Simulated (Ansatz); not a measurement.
## Property card for Hf3Si2

Computed with DFT PBEsol, scalar-relativistic, plane waves, PAW in Ansatz 0.2.0.

Cutoff 420 eV; k points 6×6×10 on the computed 10-atom cell (Γ-centred); Gaussian smearing, width 0.10 eV; no spin polarisation.

The structure is relaxed at this level of theory with its symmetry kept. Whether it is the stable form of this composition wasn't checked.

```
Hf Si
1.0
     6.97646    0.00000    0.00000
     0.00000    6.97646    0.00000
     0.00000    0.00000    3.60703
Hf Si
6 4
Direct
  0.67386 0.82614 0.50000
  0.82614 0.32614 0.50000
  0.32614 0.17386 0.50000
  0.17386 0.67386 0.50000
  0.50000 0.50000 0.00000
  0.00000 0.00000 0.00000
  0.62381 0.12381 0.00000
  0.87619 0.62381 0.00000
  0.12381 0.37619 0.00000
  0.37619 0.87619 0.00000
```

```
Space group                                                       : P4/mbm (No. 127)
Volume per atom                                                   : 17.56 Å³
Formation energy from the elements' standard states (uncorrected) : -0.867 eV/atom
Kohn–Sham band gap                                                : none (metal)
Density of states at the Fermi level                              : 7.02 states/eV per cell
Löwdin character within 0.5 eV of the Fermi level                 : Hf 5d 82 %, Si 3p 8 %, unprojected 5 %
Bulk modulus                                                      : 151 GPa
Its pressure derivative                                           : 4.1
Bader charges (e)                                                 : Hf (4 in the cell) 1.05, Hf (2 in the cell) 0.78, Si (4 in the cell) -1.44
```

Spin-orbit coupling is left out, which matters for the bands of heavy elements.